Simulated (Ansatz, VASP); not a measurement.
**W in VASP and in Ansatz**

```
W
1.0
     1.49695    0.86426    4.19742
    -1.49695    0.86426    4.19742
     0.00000   -1.72852    4.19742
W
2
Direct
  0.25000 0.25000 0.25000
  0.75000 0.75000 0.75000
```

Alike in both runs: functional r2SCAN; k mesh 6 × 6 × 6; occupations gaussian, width 0.1 eV; no spin polarisation.

Ansatz relaxed the structure, and its values are those at the end. VASP's run is a single point on that final structure, the one shown.

```csv
,VASP,Ansatz
version,VASP 6.6.1,Ansatz 0.2.0
potentials or method,"VASP PAW PBE potentials, release 64 (W_sv)","scalar-relativistic, plane waves, PAW"
plane-wave cutoff (eV),520,500
valence electrons in the cell,28,28
```

|  | VASP | Ansatz | Ansatz less VASP |
| --- | --- | --- | --- |
| gap on the k mesh at the Fermi level (eV) | none | none | - |
| pressure (GPa) | 1.3 | 0.1 | -1.20 |

A gap of «none» marks a metal or a gap that the smearing closes.

Caveats: the k mesh is coarse (spacing up to 0.41 Å⁻¹), so the values aren't converged; the PAW data sets were made with another functional, which shifts forces and pressure a little (VASP). Spin-orbit coupling is left out, which matters for the levels of W.
